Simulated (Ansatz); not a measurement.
SnTe:

```xyz
2
Lattice="0.0000 3.1509 3.1509 3.1509 0.0000 3.1509 3.1509 3.1509 0.0000" Properties=species:S:1:pos:R:3 pbc="T T T"
Te    3.1509    3.1509    3.1509
Sn    0.0000    0.0000    0.0000
```

```yaml
Program: Ansatz 0.2.0
Task: single point
Functional: PBE
Potentials_or_basis: Ansatz PAW
Cutoff: "420 eV (not typed: the program's choice for these potentials)"
k_mesh: 7 × 7 × 7
Occupations: fermi-dirac, width 0.05 eV
Spin: no spin polarisation
```

On this cell: pressure 2.2 GPa; largest force zero by symmetry; band gap on the k mesh not listed.

The same run follows on a disturbed copy (atoms moved at random, drawn with an rms of 0.05 Å):

```
Te Sn
1.0
     0.00000    3.15085    3.15085
     3.15085    0.00000    3.15085
     3.15085    3.15085    0.00000
Te Sn
1 1
Direct
  0.51041 0.49414 0.50590
  0.00359 0.99017 0.99647
```

Q: What does the disturbed cell give?

A: The energy moves by +0.3 meV/atom; pressure 2.3 GPa; largest force 0.021 eV/Å; band gap on the k mesh 0.66 eV, direct.

Forces on the atoms (eV/Å):
```
Te  -0.012 -0.014 -0.009
Sn   0.012  0.014  0.009
```

Caveats: odd divisions of the mesh miss points on the zone boundary, where band edges often lie, so the gap on the mesh can be too wide (some runs); spin-orbit coupling is left out, which moves the levels of the heavy elements (some runs).

A k mesh can miss the band edges.
